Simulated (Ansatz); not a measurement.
Clean, relaxed (100) surface of Si, space group Fd-3m (No. 227) (top face towards +c; atoms held fixed, by place in the list: 1, 2, 3):

```
CELL_PARAMETERS angstrom
3.84172 0.00000 0.00000
0.00000 3.84172 0.00000
0.00000 0.00000 23.79126
ATOMIC_POSITIONS crystal
Si 0.00000 0.50000 0.35727
Si 0.00000 0.00000 0.41436
Si 0.50000 0.00000 0.47145
Si 0.50000 0.50000 0.52821
Si 0.00000 0.50000 0.58539
Si 0.00000 0.00000 0.64137
```

These are results of DFT PBEsol, scalar-relativistic, plane waves, PAW (Ansatz 0.2.0), not measurements. Settings: cutoff 420 eV, Γ-centred mesh 8×8×1 on the computed 6-atom cell, Gaussian smearing of 0.05 eV; no spin polarisation. A dipole correction removes the field between periodic images along c.

With the adsorbate the run is spin-polarised, so any moments that the slab's own atoms take up count into E_ads.

W (atom) is adsorbed on the top face, one adsorbate per 14.8 Å², and relaxed from 3 starting sites (fractions of a and b). E_ads counts from the clean slab and the free adsorbate (spin-polarised where it has unpaired electrons); negative means bound. Heights count from the highest slab atom after relaxation. Δφ is the top face's. Δp counts per cell along +c. Bonded neighbours lie within 1.25 times the sum of covalent radii (1.35 for H) and, on that scale, within 12 % of the closest. With the adsorbate the cell is lengthened along c to keep the vacuum.

```tsv
start	ends at	E_ads (eV)	height (Å)	shortest contact	Δφ (eV)	Δp (e·Å)
top (Si) at (0.00, 0.00)	(0.00, 0.00), 1 bonded neighbour (Si)	-3.58	2.34	W–Si 2.34 Å	-1.63	+0.144
hollow (Si-Si) at (0.50, 0.50)	(0.50, 0.50), 2 bonded neighbours (Si)	-7.78	-0.28	W–Si 2.39 Å	-0.75	+0.074
bridge (Si-Si) at (0.50, 0.00)	(0.50, 0.00), 2 bonded neighbours (Si)	-5.04	1.52	W–Si 2.45 Å	-1.58	+0.138
```

Among the sites tried, the lowest end comes from the hollow (Si-Si) at (0.50, 0.50) start; other sites may lie lower.

Each end is the local minimum or symmetric point that its start leads to. The slab is only 6.8 Å thick, so the energies aren't converged with thickness.

For at least one of the starts the bottom face's work function also shifts by over 0.1 eV: the slab is too thin to screen the adsorbate, so the work functions aren't converged with thickness.

The ends differ in their magnetic moment (3.4, 0.0, 3.5 μB a cell), so part of the order can come from the spin state that each run reached.